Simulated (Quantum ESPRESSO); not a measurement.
# PbS (Galena) (Fm-3m) in Quantum ESPRESSO: settings compared, part 3 of 5

Quantum ESPRESSO 7.5.

### Step 4. Phonons, RPBE

The input, pw.in:

```
&CONTROL
  calculation = 'scf'
  prefix = 'pwscf'
  outdir = './tmp'
  pseudo_dir = './pseudo'
  tprnfor = .true.
  tstress = .true.
  disk_io = 'low'
/
&SYSTEM
  ibrav = 0
  nat = 2
  ntyp = 2
  ecutwfc = 56
  nbnd = 16
  input_dft = 'rpbe'
  occupations = 'smearing'
  smearing = 'fd'
  degauss = 0.00367493
/
&ELECTRONS
  conv_thr = 4d-10
  electron_maxstep = 120
  mixing_beta = 0.5
/
ATOMIC_SPECIES
Pb   207.2000 Pb.upf
S     32.0600 S.upf
CELL_PARAMETERS angstrom
   0.0000000000    2.9657500000    2.9657500000
   2.9657500000    0.0000000000    2.9657500000
   2.9657500000    2.9657500000    0.0000000000
ATOMIC_POSITIONS crystal
Pb     0.0000000000    0.0000000000    0.0000000000
S      0.5000000000    0.5000000000    0.5000000000
K_POINTS automatic
4 4 4 1 1 1
```

The input, relax.in:

```
&CONTROL
  calculation = 'vc-relax'
  prefix = 'pwscf'
  outdir = './tmp'
  pseudo_dir = './pseudo'
  tprnfor = .true.
  tstress = .true.
  disk_io = 'low'
  nstep = 40
  forc_conv_thr = 0.0001
  etot_conv_thr = 1d-06
/
&SYSTEM
  ibrav = 0
  nat = 2
  ntyp = 2
  ecutwfc = 56
  nbnd = 16
  input_dft = 'rpbe'
  occupations = 'smearing'
  smearing = 'fd'
  degauss = 0.00367493
/
&ELECTRONS
  conv_thr = 4d-10
  electron_maxstep = 120
  mixing_beta = 0.5
/
&IONS
  ion_dynamics = 'bfgs'
/
&CELL
  cell_dynamics = 'bfgs'
  press = 0
  press_conv_thr = 0.2
/
ATOMIC_SPECIES
Pb   207.2000 Pb.upf
S     32.0600 S.upf
CELL_PARAMETERS angstrom
   0.0000000000    2.9657500000    2.9657500000
   2.9657500000    0.0000000000    2.9657500000
   2.9657500000    2.9657500000    0.0000000000
ATOMIC_POSITIONS crystal
Pb     0.0000000000    0.0000000000    0.0000000000
S      0.5000000000    0.5000000000    0.5000000000
K_POINTS automatic
4 4 4 1 1 1
```

The input, gamma.in:

```
&CONTROL
  calculation = 'bands'
  prefix = 'pwscf'
  outdir = './tmp'
  pseudo_dir = './pseudo'
  disk_io = 'low'
  verbosity = 'high'
/
&SYSTEM
  ibrav = 0
  nat = 2
  ntyp = 2
  ecutwfc = 56
  nbnd = 16
  input_dft = 'rpbe'
  occupations = 'smearing'
  smearing = 'fd'
  degauss = 0.00367493
/
&ELECTRONS
  conv_thr = 1d-08
  electron_maxstep = 120
  mixing_beta = 0.5
  diago_full_acc = .true.
  startingwfc = 'random'
/
ATOMIC_SPECIES
Pb   207.2000 Pb.upf
S     32.0600 S.upf
CELL_PARAMETERS angstrom
   0.0000000000    3.0367783675    3.0367783675
   3.0367783675    0.0000000000    3.0367783675
   3.0367783675    3.0367783675    0.0000000000
ATOMIC_POSITIONS crystal
Pb     0.0000000000    0.0000000000    0.0000000000
S      0.5000000000    0.5000000000    0.5000000000
K_POINTS crystal
1
0.0 0.0 0.0 1
```

The input, scf2.in:

```
&CONTROL
  calculation = 'scf'
  prefix = 'pwscf'
  outdir = './tmp'
  pseudo_dir = './pseudo'
  tprnfor = .true.
  tstress = .true.
  disk_io = 'low'
/
&SYSTEM
  ibrav = 0
  nat = 2
  ntyp = 2
  ecutwfc = 56
  nbnd = 16
  input_dft = 'rpbe'
  occupations = 'fixed'
/
&ELECTRONS
  conv_thr = 1d-13
  electron_maxstep = 120
  mixing_beta = 0.5
  startingpot = 'file'
/
ATOMIC_SPECIES
Pb   207.2000 Pb.upf
S     32.0600 S.upf
CELL_PARAMETERS angstrom
   0.0000000000    3.0367783675    3.0367783675
   3.0367783675    0.0000000000    3.0367783675
   3.0367783675    3.0367783675    0.0000000000
ATOMIC_POSITIONS crystal
Pb     0.0000000000    0.0000000000    0.0000000000
S      0.5000000000    0.5000000000    0.5000000000
K_POINTS automatic
4 4 4 1 1 1
```

The input, ph.in:

```
phonons of PbS
&INPUTPH
  prefix = 'pwscf'
  outdir = './tmp'
  tr2_ph = 1d-18
  fildyn = 'dyn'
  niter_ph = 90
  alpha_mix(1) = 0.7
  epsil = .true.
/
0.0000000000 0.0000000000 0.0000000000
```

The input, dynmat.in:

```
&INPUT
  fildyn = 'dyn'
  asr = 'crystal'
  lperm = .true.
  filout = 'dynmat.disp'
  fileig = 'dynmat.eig'
/
```

The input, dynmat_lo.in:

```
&INPUT
  fildyn = 'dyn'
  asr = 'crystal'
  filout = 'dynmat_lo.disp'
  fileig = 'dynmat_lo.eig'
  q(1) = 0
  q(2) = 0
  q(3) = 1
/
```

Potentials or basis: PseudoDojo 0.4.1 SR PBE standard.

Run with:

```console
$ OMP_NUM_THREADS=1 pw.x -in pw.in > pw.out
$ OMP_NUM_THREADS=1 pw.x -in relax.in > relax.out
$ OMP_NUM_THREADS=1 pw.x -in gamma.in > gamma.out
$ OMP_NUM_THREADS=1 pw.x -in scf2.in > scf2.out
$ OMP_NUM_THREADS=1 ph.x -in ph.in > ph.out
$ OMP_NUM_THREADS=1 dynmat.x -in dynmat.in > dynmat.out
$ OMP_NUM_THREADS=1 dynmat.x -in dynmat_lo.in > dynmat_lo.out
```

pw.out:

```text
This program is part of the open-source Quantum ESPRESSO suite
     for quantum simulation of materials; please cite
         "P. Giannozzi et al., J. Phys.:Condens. Matter 21 395502 (2009);
         "P. Giannozzi et al., J. Phys.:Condens. Matter 29 465901 (2017);
         "P. Giannozzi et al., J. Chem. Phys. 152 154105 (2020);
     in publications or presentations arising from this work. More details at

     IMPORTANT: XC functional enforced from input :
     Exchange-correlation= RPBE
                           (   1   4  44   4   0   0   0)
     Any further DFT definition will be discarded
     Please, verify this is what you really want

     Message from routine setup:
     using ibrav=0 with symmetry is DISCOURAGED, use correct ibrav instead

     G-vector sticks info
     --------------------
     sticks:   dense  smooth     PW     G-vecs:    dense   smooth      PW
     Sum         955     955    295                19891    19891    3287

     Using Slab Decomposition

     bravais-lattice index     =            0
     lattice parameter (alat)  =       7.9259  a.u.
     unit-cell volume          =     352.0710 (a.u.)^3
     number of atoms/cell      =            2
     number of atomic types    =            2
     number of electrons       =        20.00
     number of Kohn-Sham states=           16
     kinetic-energy cutoff     =      56.0000  Ry
     charge density cutoff     =     224.0000  Ry
     scf convergence threshold =      4.0E-10
     mixing beta               =       0.5000
     number of iterations used =            8  plain     mixing
     Exchange-correlation= RPBE
                           (   1   4  44   4   0   0   0)

     celldm(1)=   7.925897  celldm(2)=   0.000000  celldm(3)=   0.000000
     celldm(4)=   0.000000  celldm(5)=   0.000000  celldm(6)=   0.000000

     crystal axes: (cart. coord. in units of alat)
               a(1) = (   0.000000   0.707107   0.707107 )
               a(2) = (   0.707107   0.000000   0.707107 )
               a(3) = (   0.707107   0.707107   0.000000 )

     reciprocal axes: (cart. coord. in units 2 pi/alat)
               b(1) = ( -0.707107  0.707107  0.707107 )
               b(2) = (  0.707107 -0.707107  0.707107 )
               b(3) = (  0.707107  0.707107 -0.707107 )

     PseudoPot. # 1 for Pb read from file:
     Pb.upf
     Pseudo is Norm-conserving + core correction, Zval = 14.0
     Generated using ONCVPSP code by D. R. Hamann
     Using radial grid of 1678 points,  6 beta functions with:
                l(1) =   0
                l(2) =   0
                l(3) =   1
                l(4) =   1
                l(5) =   2
                l(6) =   2

     PseudoPot. # 2 for S  read from file:
     S.upf
     Pseudo is Norm-conserving + core correction, Zval =  6.0
     Generated using ONCVPSP code by D. R. Hamann
     Using radial grid of 1146 points,  6 beta functions with:
                l(1) =   0
                l(2) =   0
                l(3) =   1
                l(4) =   1
                l(5) =   2
                l(6) =   2

     atomic species   valence    mass     pseudopotential
     Pb               14.00   207.20000     Pb( 1.00)
     S                 6.00    32.06000     S ( 1.00)

     48 Sym. Ops., with inversion, found

   Cartesian axes

     site n.     atom                  positions (alat units)
         1        Pb     tau(   1) = (   0.0000000   0.0000000   0.0000000  )
         2        S      tau(   2) = (   0.7071068   0.7071068   0.7071068  )

     number of k points=    10  Fermi-Dirac smearing, width (Ry)=  0.0037
                       cart. coord. in units 2pi/alat
        k(    1) = (   0.0883883   0.0883883   0.0883883), wk =   0.0625000
        k(    2) = (   0.2651650   0.2651650  -0.0883883), wk =   0.1875000
        k(    3) = (  -0.2651650  -0.2651650   0.4419417), wk =   0.1875000
        k(    4) = (  -0.0883883  -0.0883883   0.2651650), wk =   0.1875000
        k(    5) = (   0.4419417   0.0883883   0.0883883), wk =   0.1875000
        k(    6) = (  -0.0883883  -0.4419417   0.6187184), wk =   0.3750000
        k(    7) = (   0.0883883  -0.2651650   0.4419417), wk =   0.3750000
        k(    8) = (  -0.6187184   0.0883883   0.0883883), wk =   0.1875000
        k(    9) = (   0.2651650   0.2651650   0.2651650), wk =   0.0625000
        k(   10) = (  -0.2651650  -0.2651650   0.7954951), wk =   0.1875000

     Dense  grid:    19891 G-vectors     FFT dimensions: (  40,  40,  40)

     Initial potential from superposition of free atoms

     starting charge      19.9978, renormalised to      20.0000
     Starting wfcs are   13 randomized atomic wfcs +    3 random wfcs

     Self-consistent Calculation

     iteration #  1     ecut=    56.00 Ry     beta= 0.50
     Davidson diagonalization with overlap
     ethr =  1.00E-02,  avg # of iterations =  6.2

     Threshold (ethr) on eigenvalues was too large:
     Diagonalizing with lowered threshold

     Davidson diagonalization with overlap
     ethr =  7.23E-04,  avg # of iterations =  1.6

     total energy              =    -162.96822954 Ry
     estimated scf accuracy    <       0.14079100 Ry

     iteration #  2     ecut=    56.00 Ry     beta= 0.50
     Davidson diagonalization with overlap
     ethr =  7.04E-04,  avg # of iterations =  2.0

     total energy              =    -163.00549111 Ry
     estimated scf accuracy    <       0.01650410 Ry

     iteration #  3     ecut=    56.00 Ry     beta= 0.50
     Davidson diagonalization with overlap
     ethr =  8.25E-05,  avg # of iterations =  4.7

     total energy              =    -163.00881377 Ry
     estimated scf accuracy    <       0.00109300 Ry

     iteration #  4     ecut=    56.00 Ry     beta= 0.50
     Davidson diagonalization with overlap
     ethr =  5.47E-06,  avg # of iterations =  5.7

     total energy              =    -163.00891789 Ry
     estimated scf accuracy    <       0.00002750 Ry

     iteration #  5     ecut=    56.00 Ry     beta= 0.50
     Davidson diagonalization with overlap
     ethr =  1.37E-07,  avg # of iterations =  2.0

     total energy              =    -163.00892633 Ry
     estimated scf accuracy    <       0.00000305 Ry

     iteration #  6     ecut=    56.00 Ry     beta= 0.50
     Davidson diagonalization with overlap
     ethr =  1.53E-08,  avg # of iterations =  2.0

     total energy              =    -163.00892741 Ry
     estimated scf accuracy    <       0.00000039 Ry

     iteration #  7     ecut=    56.00 Ry     beta= 0.50
     Davidson diagonalization with overlap
     ethr =  1.94E-09,  avg # of iterations =  2.0

     total energy              =    -163.00892748 Ry
     estimated scf accuracy    <       0.00000002 Ry

     iteration #  8     ecut=    56.00 Ry     beta= 0.50
     Davidson diagonalization with overlap
     ethr =  7.54E-11,  avg # of iterations =  3.6

     total energy              =    -163.00892748 Ry
     estimated scf accuracy    <       0.00000002 Ry

     iteration #  9     ecut=    56.00 Ry     beta= 0.50
     Davidson diagonalization with overlap
     ethr =  7.54E-11,  avg # of iterations =  2.0

     total energy              =    -163.00892749 Ry
     estimated scf accuracy    <          7.4E-10 Ry

     iteration # 10     ecut=    56.00 Ry     beta= 0.50
     Davidson diagonalization with overlap
     ethr =  3.71E-12,  avg # of iterations =  1.7

     End of self-consistent calculation

          k = 0.0884 0.0884 0.0884 (  2508 PWs)   bands (ev):

    -8.0674  -8.0647  -8.0647  -8.0467  -8.0467  -4.6428   2.3537   6.6781
     6.6781   6.9806  12.8730  13.2930  13.2930  15.6024  15.9510  15.9510

          k = 0.2652 0.2652-0.0884 (  2492 PWs)   bands (ev):

    -8.0738  -8.0671  -8.0636  -8.0424  -8.0309  -4.0163   1.0124   5.9482
     7.0751   8.2101  10.3132  11.3235  12.7768  16.3304  16.6777  18.4624

          k =-0.2652-0.2652 0.4419 (  2490 PWs)   bands (ev):

    -8.0936  -8.0714  -8.0612  -8.0294  -8.0174  -3.4976   0.1864   6.2628
     6.6644   7.8503  10.1765  11.4102  11.8698  16.7530  18.9610  19.1297

          k =-0.0884-0.0884 0.2652 (  2518 PWs)   bands (ev):

    -8.0751  -8.0704  -8.0563  -8.0494  -8.0344  -4.3036   1.6513   6.3361
     6.4160   7.7903  10.8992  12.8885  13.1464  14.8360  17.2276  17.5183

          k = 0.4419 0.0884 0.0884 (  2487 PWs)   bands (ev):

    -8.1275  -8.0800  -8.0408  -8.0303  -8.0199  -3.7125   1.1984   5.7145
     5.8695   6.3505  11.9563  13.0148  13.4699  14.3492  19.2432  19.2698

          k =-0.0884-0.4419 0.6187 (  2494 PWs)   bands (ev):

    -8.1491  -8.0657  -8.0454  -8.0331  -8.0129  -3.1675   0.8082   4.4464
     5.0929   7.2827  11.4481  13.1501  13.6250  15.8728  18.1560  20.4366

          k = 0.0884-0.2652 0.4419 (  2480 PWs)   bands (ev):

    -8.1084  -8.0647  -8.0575  -8.0342  -8.0224  -3.5407   0.6427   5.3932
     6.1715   7.6403  10.7206  12.0545  12.9797  15.9606  18.6417  19.1701

          k =-0.6187 0.0884 0.0884 (  2482 PWs)   bands (ev):

    -8.1782  -8.0859  -8.0274  -8.0154  -8.0116  -3.1978   1.2986   4.0878
     5.5558   5.7268  12.8081  13.9078  13.9470  14.5106  20.2707  20.3561

          k = 0.2652 0.2652 0.2652 (  2488 PWs)   bands (ev):

    -8.0765  -8.0765  -8.0650  -8.0245  -8.0245  -3.8050   0.4345   6.9404
     6.9404   8.3060   9.9949  11.1730  11.1730  16.6871  18.0359  18.0359

          k =-0.2652-0.2652 0.7955 (  2493 PWs)   bands (ev):

    -8.1194  -8.0566  -8.0532  -8.0384  -8.0232  -3.3047   0.4621   4.8073
     6.4355   7.2473  11.0418  11.8560  13.3003  16.7346  18.2408  18.4159

     the Fermi energy is     9.1577 ev

!    total energy              =    -163.00892749 Ry
     estimated scf accuracy    <          3.2E-10 Ry
     smearing contrib. (-TS)   =      -0.00000000 Ry
     internal energy E=F+TS    =    -163.00892749 Ry

     The total energy is F=E-TS. E is the sum of the following terms:
     one-electron contribution =     -35.87847935 Ry
     hartree contribution      =      30.56530195 Ry
     xc contribution           =     -46.46610600 Ry
     ewald contribution        =    -111.22964409 Ry

     convergence has been achieved in  10 iterations

     Forces acting on atoms (cartesian axes, Ry/au):

     atom    1 type  1   force =     0.00000000    0.00000000   -0.00000000
     atom    2 type  2   force =    -0.00000000   -0.00000000    0.00000000

     Total force =     0.000000     Total SCF correction =     0.000000

     Computing stress (Cartesian axis) and pressure

          total   stress  (Ry/bohr**3)                   (kbar)     P=       39.47
   0.00026831  -0.00000000   0.00000000           39.47       -0.00        0.00
  -0.00000000   0.00026831   0.00000000           -0.00       39.47        0.00
   0.00000000   0.00000000   0.00026831            0.00        0.00       39.47

=------------------------------------------------------------------------------=
   JOB DONE.
=------------------------------------------------------------------------------=
```

Wall time 2.1 min (1 thread of Intel Xeon 6975P-C (Granite Rapids), shared host); peak memory 0.07 GiB.

What came out:

```yaml
Free_energy: -2217.8940 eV
Relaxed_volume: 28.01 Å³/atom
Relaxed_cell: a = 4.295 Å, b = 4.295 Å, c = 4.295 Å, α = 60.00°, β = 60.00°, γ = 60.00°
Space_group_after_relaxing_to_0.05_Å: Fm-3m (No. 225)
Pressure_after_relaxing: 0.0 GPa
Electronic_dielectric_tensor_diagonal: 11.20
Born_charges_mean_of_the_diagonal: Pb +4.35; S -4.00 e
Highest_phonon_frequency_at_Γ_LO-TO_splitting_left_out: 31 cm⁻¹
Static_dielectric_tensor_diagonal: 572.62
```

Step by step:
```tsv
step	energy change (eV)	largest force (eV/Å)	pressure (GPa)	volume (Å³)
1	0.0000	0.0000	3.95	52.17
2	-0.0219	0.0000	2.71	53.23
3	-0.0372	0.0000	1.48	54.41
4	-0.0444	0.0000	0.11	55.88
5	-0.0444	0.0000	0.01	56.00
6	-0.0444	0.0000	0.00	56.01
```

Final structure:
```
Pb S
1.0
     0.00000    3.03678    3.03678
     3.03678    0.00000    3.03678
     3.03678    3.03678    0.00000
Pb S
1 1
Direct
  0.00000 0.00000 0.00000
  0.50000 0.50000 0.50000
```

Phonon frequencies in cm⁻¹ (negative: imaginary):
```tsv
q point	frequencies
(0.000, 0.000, 0.000)	-1 -1 -1 31 31 31
```

Electronic dielectric tensor:
```
11.20  0.00  0.00
 0.00 11.20  0.00
 0.00  0.00 11.20
```

Born effective charge tensors (e):
atom 1, Pb
```
4.35 0.00 0.00
0.00 4.35 0.00
0.00 0.00 4.35
```
atom 2, S
```
-4.00  0.00  0.00
 0.00 -4.00  0.00
 0.00  0.00 -4.00
```

Optical modes at Γ, degenerate ones joined, polar ones without the macroscopic field:
```tsv
cm⁻¹	components	symmetry	active in	IR intensity, summed ((D/Å)²/amu)
31	3	T1u	IR	43.36
```

Zone-centre frequencies without and with the macroscopic field along z (cm⁻¹):
```csv
,optical modes in rising order
without,31 31 31
with the field,31 31 224
```

Static dielectric tensor, electrons and zone-centre modes:
```
572.62   0.00   0.00
  0.00 572.62   0.00
  0.00   0.00 572.62
```

Caveat: the mesh is thin for the dielectric tensor, Born charges and intensities, which usually come out too large; the potentials were made for another functional, which shifts forces and pressure; the Born charges break their sum rule by 0.35 e, a sign of too thin a mesh. The run has no spin-orbit coupling, so splittings on Pb are missing.

(Continued in part 4 of 5.)
